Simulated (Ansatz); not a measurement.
Stress against strain in TiO2

```
CELL_PARAMETERS angstrom
4.59400 0.00000 0.00000
0.00000 4.59400 0.00000
0.00000 0.00000 2.95900
ATOMIC_POSITIONS crystal
Ti 0.00000 0.00000 0.00000
Ti 0.50000 0.50000 0.50000
O 0.30600 0.30600 0.00000
O 0.19400 0.80600 0.50000
O 0.69400 0.69400 0.00000
O 0.80600 0.19400 0.50000
```

Atoms are numbered in the order listed.

The cell comes from COD entry 9007432, which wasn't checked; take it as a given geometry.

All numbers below come from DFT, PBE, all-electron LAPW, scalar-relativistic in Ansatz 0.2.0.

Sampling and basis: a Γ-centred 7×7×10 k mesh, Fermi–Dirac smearing of 0.05 eV, basis error target 0.5 meV/atom, no spin polarisation.

The strain is applied along the Cartesian axes of the cell as listed (the other components stay zero). Fractional coordinates are held (clamped ions).

σ is the change of stress from the unstrained cell, which is at 5.40 GPa; tension is positive, so slopes are stress–strain coefficients at that pressure.

Only quantities that a quadratic follows smoothly over the whole series are listed; rougher ones are left out.

```tsv
εzz	σzz (GPa)	σxx (GPa)
-0.0300	-17.49	-5.97
-0.0200	-11.23	-3.87
0.0000	0.00	0.00
0.0100	5.02	1.79
0.0200	9.66	3.49
0.0300	13.96	5.11
```

**Question.** Fit the series and read off the stiffness at zero strain.

**Answer.** Least-squares fits y = p0 + p1 x + p2 x² to the rows give σzz (GPa): p1 = 524, p2 = -2000; σxx (GPa): p1 = 184, p2 = -470. So C33 = 524 GPa and C13 = 184 GPa, for these axes.

**Question.** One run, at εzz = -0.0100, is withheld. Predict its row.

**Answer.** The fits give -5.44, -1.89; the run gave -5.41, -1.89.
